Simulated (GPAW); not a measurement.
## ZnSe (Stilleite): single point with TB-mBJ

**Measured values to compare with.**

From “Alloy Disordering Effects on the Thermal Conductivity and Energy Gap Temperature Dependence of Cd1−xZnxSe Ternary Crystals Grown by the Bridgman Method”, 2023, pmc:10253836, for a bulk crystal of ZnSe at 300 K: band gap 2.695 ± 0.003 eV (an exciton energy, a little under the gap).

The system is ZnSe (Stilleite).

```
Se Zn
1.0
     0.00000    2.83380    2.83380
     2.83380    0.00000    2.83380
     2.83380    2.83380    0.00000
Se Zn
1 1
Direct
  0.75000 0.75000 0.75000
  0.00000 0.00000 0.00000
```

```yaml
Program: GPAW 26.7.0
Task: single point
Functional: TB-mBJ
Potentials_or_basis: GPAW PAW data sets for LDA (gpaw-data 1.2.1)
Cutoff: 600 eV
Basis: pw
k_mesh: 7 × 7 × 7
Occupations: fermi-dirac, width 0.05 eV
Spin: no spin polarisation
```

```yaml
Band_gap_on_the_k_mesh: 2.73 eV, direct
```

Levels at points of the mesh, in eV from the valence-band top:
```csv
k point,band 5,band 6,band 7,band 8,band 9,band 10,band 11,band 12,band 13,band 14
"(0.00, 0.00, 0.00)",-5.79,-5.79,0.00,0.00,0.00,2.73,6.55,6.55,6.55,11.28
```

Wall time 31 s on 1 thread of Intel(R) Xeon(R) 6975P-C (Granite Rapids), on a shared host, peak memory 0.27 GiB.

Measured gap of ZnSe: 2.695 eV (an exciton energy, a little under the gap; 300 K; “Alloy Disordering Effects on the Thermal Conductivity and Energy Gap Temperature Dependence of Cd1−xZnxSe Ternary Crystals Grown by the Bridgman Method”, 2023, pmc:10253836). This calculation gives 2.73 eV (+0.04 eV). Spin-orbit coupling on Se is left out. The value is that of TB-mBJ, without temperature or zero-point motion.

Caveat: a model potential gives levels but no total energy.
